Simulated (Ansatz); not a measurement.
Input and command of a plane-wave DFT calculation in Ansatz:

```yaml
crystal:
  lattice:
    - [0.0, 2.106865, 2.0761825]
    - [2.106865, 0.0, 2.0761825]
    - [2.106865, 2.106865, 0.0]
  atoms:
    - { symbol: Au, position: [0.0, 0.0, 0.0] }
basis:
  ecutwfc: 420
kpoints:
  mp_grid: { grid: [20, 20, 20] }
hamiltonian:
  xc: pbe
scf:
  occupations: { method: gaussian, width: 0.15 }
output:
  forces: true
  stress: true
  eigenvalues: true
```

```bash
ansatz run input.yaml --threads 1 --pin off --max-ram 2560MiB --backend cpu --events-out ev --progress --plain --runs-dir out
```

Processor: Arm Neoverse V1, 1 thread, on a host shared with other jobs.

Estimate time, memory and problem size.

About 8.5 s on 1 thread of Arm Neoverse V1, on a shared host, peak memory 0.41 GiB. It solves 14 bands at 641 k points (the mesh reduced by symmetry) with about 339 plane waves, in 6 SCF iterations.
